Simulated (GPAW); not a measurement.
The system is Se.

```
Se
1.0
     4.36620    0.00000    0.00000
    -2.18310    3.78124    0.00000
     0.00000    0.00000    4.95360
Se
3
Cartesian
  1.6910 2.9289 0.0000
  -0.4921 0.8523 3.3024
  0.9841 0.0000 1.6512
```

| Property | Result |
| --- | --- |
| Program | GPAW 26.7.0 |
| Task | relaxation of cell and atoms |
| Functional | BLYP |
| Dispersion | D4 |
| Potentials or basis | PAW data sets generated in the run's folder for this functional |
| Cutoff | 600 eV |
| Basis | pw |
| k mesh | 7 × 7 × 6 |
| Occupations | fermi-dirac, width 0.05 eV |
| Spin | no spin polarisation |

At the start: pressure 1.9 GPa; volume 27.26 Å³/atom.

Where does the relaxation end?

Over 13 steps the energy falls by 38.1 meV/atom and the volume is 25.14 Å³/atom (-7.8 %); space group P3_121 (No. 152, to 0.05 Å).

The path:
| step | energy change (eV) | largest force (eV/Å) | pressure (GPa) | volume (Å³) |
| --- | --- | --- | --- | --- |
| 1 | 0.0000 | 0.7398 | 1.87 | 81.78 |
| 2 | -0.0256 | 0.5153 | 0.95 | 82.15 |
| 3 | -0.0523 | 0.0923 | -0.84 | 82.78 |
| 4 | -0.0555 | 0.0208 | -1.13 | 82.70 |
| 5 | -0.0645 | 0.1069 | -1.59 | 82.02 |
| 6 | -0.0796 | 0.2211 | -1.85 | 80.23 |
| 7 | -0.0980 | 0.2680 | -1.41 | 76.86 |
| 8 | -0.1053 | 0.2125 | -0.67 | 75.21 |
| 9 | -0.1104 | 0.0995 | 0.05 | 74.70 |
| 10 | -0.1116 | 0.0222 | 0.33 | 74.93 |
| 11 | -0.1119 | 0.0161 | 0.32 | 75.01 |
| 12 | -0.1142 | 0.0135 | 0.06 | 75.51 |
| 13 | -0.1144 | 0.0055 | 0.00 | 75.42 |

Final structure:
```
Se
1.0
     4.10574   -0.00001    0.00003
    -2.05288    3.55567   -0.00003
     0.00003   -0.00002    5.16652
Se
3
Direct
  0.75247 0.75247 0.00000
  0.00000 0.24753 0.66667
  0.24753 0.00000 0.33333
```

Caveat: later steps reuse the first step's grids.
